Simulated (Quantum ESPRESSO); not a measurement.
Input of a Quantum ESPRESSO 7.5 run:

pw.in

```
&CONTROL
  calculation = 'scf'
  prefix = 'pwscf'
  outdir = './tmp'
  pseudo_dir = './pseudo'
  tprnfor = .true.
  tstress = .true.
  disk_io = 'low'
/
&SYSTEM
  ibrav = 0
  A = 3.77856651
  nat = 2
  ntyp = 2
  ecutwfc = 84
  nbnd = 14
  occupations = 'smearing'
  smearing = 'fd'
  degauss = 0.00367493
/
&ELECTRONS
  conv_thr = 4d-10
  electron_maxstep = 120
  mixing_beta = 0.5
/
ATOMIC_SPECIES
K     39.0983 K.upf
F     18.9984 F.upf
CELL_PARAMETERS alat
   0.0000000000    0.7071067806    0.7071067806
   0.7071067806    0.0000000000    0.7071067806
   0.7071067806    0.7071067806    0.0000000000
ATOMIC_POSITIONS alat
K      0.0000000000    0.0000000000    0.0000000000
F      0.7071067806    0.7071067806    0.7071067806
K_POINTS automatic
8 8 8 1 1 1
```

scf2.in

```
&CONTROL
  calculation = 'scf'
  prefix = 'pwscf'
  outdir = './tmp'
  pseudo_dir = './pseudo'
  tprnfor = .true.
  tstress = .true.
  disk_io = 'low'
/
&SYSTEM
  ibrav = 0
  A = 3.77856651
  nat = 2
  ntyp = 2
  ecutwfc = 84
  nbnd = 14
  occupations = 'fixed'
/
&ELECTRONS
  conv_thr = 1d-13
  electron_maxstep = 120
  mixing_beta = 0.5
  startingpot = 'file'
  startingwfc = 'file'
/
ATOMIC_SPECIES
K     39.0983 K.upf
F     18.9984 F.upf
CELL_PARAMETERS alat
   0.0000000000    0.7071067806    0.7071067806
   0.7071067806    0.0000000000    0.7071067806
   0.7071067806    0.7071067806    0.0000000000
ATOMIC_POSITIONS alat
K      0.0000000000    0.0000000000    0.0000000000
F      0.7071067806    0.7071067806    0.7071067806
K_POINTS automatic
8 8 8 1 1 1
```

The input ph.in:

```
dielectric of KF
&INPUTPH
  prefix = 'pwscf'
  outdir = './tmp'
  tr2_ph = 1d-18
  fildyn = 'dyn'
  niter_ph = 90
  alpha_mix(1) = 0.7
  epsil = .true.
  trans = .false.
  zeu = .true.
/
0.0000000000 0.0000000000 0.0000000000
```

Potentials or basis: PseudoDojo 0.4.1 SR PBE standard.

Launch:

```console
$ OMP_NUM_THREADS=1 pw.x -in pw.in > pw.out
$ OMP_NUM_THREADS=1 pw.x -in scf2.in > scf2.out
$ OMP_NUM_THREADS=1 ph.x -in ph.in > ph.out
```

Question: Estimate the electronic dielectric tensor (diagonal).

Answer: 1.98.

Question: Estimate the Born charges (mean of the diagonal).

Answer: K +1.14; F -1.14 e.

Question: What does it give for the pressure?

Answer: 1.3 GPa.

Born effective charge tensors (e):
atom 1, K
```
1.14 0.00 0.00
0.00 1.14 0.00
0.00 0.00 1.14
```
atom 2, F
```
-1.14  0.00  0.00
 0.00 -1.14  0.00
 0.00  0.00 -1.14
```
